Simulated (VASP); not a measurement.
The system is In.

```
In
1.0
     3.33548    0.00000    0.00000
    -1.66774    2.88861    0.00000
     0.00000    0.00000    5.50914
In
2
Direct
  0.66667 0.33333 0.75000
  0.33333 0.66667 0.25000
```

This isn't the form of In at room conditions, which is tetragonal.

```yaml
Program: VASP 6.6.1
Task: single point
Functional: PBEsol
Potentials_or_basis: VASP PAW PBE potentials, release 64 (In_d)
Cutoff: 520 eV
k_mesh: 9 × 9 × 5
Occupations: fermi-dirac, width 0.05 eV
Spin: no spin polarisation
```

On this cell: pressure -1.4 GPa; largest force under 0.003 eV/Å; band gap on the k mesh none (metal or under the smearing width).

The same run follows on a disturbed copy (atoms moved at random, drawn with an rms of 0.05 Å):

```xyz
2
Lattice="3.3355 0.0000 0.0000 -1.6677 2.8886 0.0000 0.0000 0.0000 5.5091" Properties=species:S:1:pos:R:3 pbc="T T T"
In    1.6746    0.9703    4.1266
In   -0.0658    1.9649    1.4118
```

**Question.** What does the disturbed cell give?

**Answer.** The energy (extrapolated to zero smearing) moves by +1.3 meV/atom; pressure -1.4 GPa; largest force 0.101 eV/Å; band gap on the k mesh none (metal or under the smearing width).

Forces on the atoms (eV/Å):
```
In  -0.013  0.005  0.100
In   0.013 -0.005 -0.100
```

Stress tensor (GPa, compression positive):
```
-1.40  0.15 -0.02
 0.15 -1.25  0.01
-0.02  0.01 -1.52
```

Caveats: the PAW data sets were made with another functional, which shifts forces and pressure a little.
